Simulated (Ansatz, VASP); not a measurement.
# Two plane-wave programs on BN

Contents of INCAR:

```
PREC = Accurate
ENCUT = 520
EDIFF = 1E-7
ISMEAR = 0
SIGMA = 0.1
LREAL = False
LASPH = True
NELM = 60
ALGO = Normal
ISIF = 2
LWAVE = False
LCHARG = True
GGA = PS
LELF = True
LVHAR = True
NBANDS = 16
```

Contents of KPOINTS:

```
Automatic mesh
0
Gamma
  9 9 4
```

File POSCAR:

```
BN
1.0
    2.5099983704      0.0000000000      0.0000000000
   -1.2549991852      2.1737223522      0.0000000000
    0.0000000000      0.0000000000      6.6900000000
B N
2 2
Direct
    0.0000000000      0.0000000000      0.5000000000
    0.3333333333      0.6666666667      0.0000000000
    0.0000000000      0.0000000000      0.0000000000
    0.6666666667      0.3333333333      0.5000000000
```

Input for Ansatz:

```yaml
crystal:
  lattice:
    - [2.5099983704, 0.0, 0.0]
    - [-1.2549991852, 2.1737223522, 0.0]
    - [0.0, 0.0, 6.69]
  atoms:
    - { symbol: B, position: [0.0, 0.0, 0.5] }
    - { symbol: B, position: [0.3333333333, 0.6666666667, 0.0] }
    - { symbol: "N", position: [0.0, 0.0, 0.0] }
    - { symbol: "N", position: [0.6666666667, 0.3333333333, 0.5] }
basis:
  ecutwfc: 420
kpoints:
  mp_grid: { grid: [9, 9, 4] }
hamiltonian:
  xc: pbesol
scf:
  occupations: { method: gaussian, width: 0.1 }
output:
  forces: true
  stress: true
  eigenvalues: true
```

Measurements of this composition are mostly on another form, of space group No. 194.

Alike in both runs: task single point; functional PBEsol; k mesh 9 × 9 × 4; occupations gaussian, width 0.1 eV; no spin polarisation.

|  | VASP | Ansatz |
| --- | --- | --- |
| version | VASP 6.6.1 | Ansatz 0.2.0 |
| potentials or method | VASP PAW PBE potentials, release 64 (B, N) | scalar-relativistic, plane waves, PAW |
| plane-wave cutoff (eV) | 520 | 420 |
| valence electrons in the cell | 16 | 16 |

```csv
,VASP,Ansatz,Ansatz less VASP
gap on the k mesh at the Fermi level (eV),4.33,4.34,+0.009
least direct gap on the mesh (eV),4.40,4.41,+0.007
pressure (GPa),-1.1,-1.4,-0.30
largest component of the traceless stress (GPa),1.62,2.05,+0.429
```

Caveats: the PAW data sets were made with another functional, which shifts forces and pressure a little (VASP); an odd mesh through Γ misses points on the zone boundary, where band edges often lie; this functional lacks dispersion, which binds the layers, so the pressure and a relaxed spacing across them are unreliable. A hybrid or GW would open this gap; PBEsol tends to underestimate it.
